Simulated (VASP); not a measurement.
# From VASP inputs to Ansatz: LiCl (strained wurtzite)

INCAR

```
NBANDS = 18
EDIFF = 1E-7
SIGMA = 0.01
ISIF = 2
PREC = Accurate
NSW = 0
NELM = 120
ENCUT = 520
ALGO = Normal
LWAVE = .FALSE.
LASPH = .TRUE.
LREAL = .FALSE.
IBRION = -1
ISMEAR = 0
METAGGA = R2SCAN
LCHARG = .FALSE.
```

KPOINTS

```
KPOINTS created by Atomic Simulation Environment
0
Gamma
12 12 4
0 0 0
```

KPOINTS_OPT

```
special points
6
Reciprocal
0.0000000000 0.0000000000 0.0000000000 1
0.5000000000 0.0000000000 0.0000000000 1
0.3333333333 0.3333333333 0.0000000000 1
0.0000000000 0.0000000000 0.5000000000 1
0.5000000000 0.0000000000 0.5000000000 1
0.3333333333 0.3333333333 0.5000000000 1
```

POSCAR

```
Li Cl
 1.0000000000000000
     3.7715172854681720    0.0000000000288676    0.0000000000000000
    -1.8857586427590860    3.2662297800131301    0.0000000000000000
     0.0000000000000000    0.0000000000000000    6.4055669090000000
 Li  Cl
   2   2
Cartesian
 -0.0000000000166669  2.1774865200183759  0.0213083223634784
  1.8857586427257524  1.0887432600236218  3.2240917768634780
 -0.0000000000166669  2.1774865200183759  2.3807792685115210
  1.8857586427257524  1.0887432600236218  5.5835627230115206
```

VASP ran with the recommended PBE PAW datasets (20 valence electrons in the cell).

Translate these files to an Ansatz input.



```yaml
crystal:
  lattice:
    - [3.7715172855, 0.0, 0.0]
    - [-1.8857586428, 3.26622978, 0.0]
    - [0.0, 0.0, 6.405566909]
  atoms:
    - { symbol: Li, position: [0.3333333333, 0.6666666667, 0.0033265319] }
    - { symbol: Li, position: [0.6666666667, 0.3333333333, 0.5033265319] }
    - { symbol: Cl, position: [0.3333333333, 0.6666666667, 0.3716734681] }
    - { symbol: Cl, position: [0.6666666667, 0.3333333333, 0.8716734681] }
kpoints:
  mp_grid: { grid: [12, 12, 4] }
  band_path:
    path:
      - [0.0, 0.0, 0.0]
      - [0.5, 0.0, 0.0]
      - [0.3333333333, 0.3333333333, 0.0]
      - [0.0, 0.0, 0.5]
      - [0.5, 0.0, 0.5]
      - [0.3333333333, 0.3333333333, 0.5]
    npoints: 1
hamiltonian:
  xc: r2scan
scf:
  occupations: { method: fixed }
  n_extra_bands: 5
output:
  forces: true
  stress: true
  eigenvalues: true
```

Other inputs would serve too.

|  | VASP | Ansatz |
| --- | --- | --- |
| gap between bands v and c | 6.84 eV | 6.78 eV |
| least direct gap | 6.84 eV | 6.78 eV |
| pressure | 0.8 GPa | 1.0 GPa |

The two codes use different PAW datasets and cutoffs. VASP's cell holds 20 valence electrons and Ansatz's 20. Ansatz's stress includes a Pulay correction; VASP's doesn't.
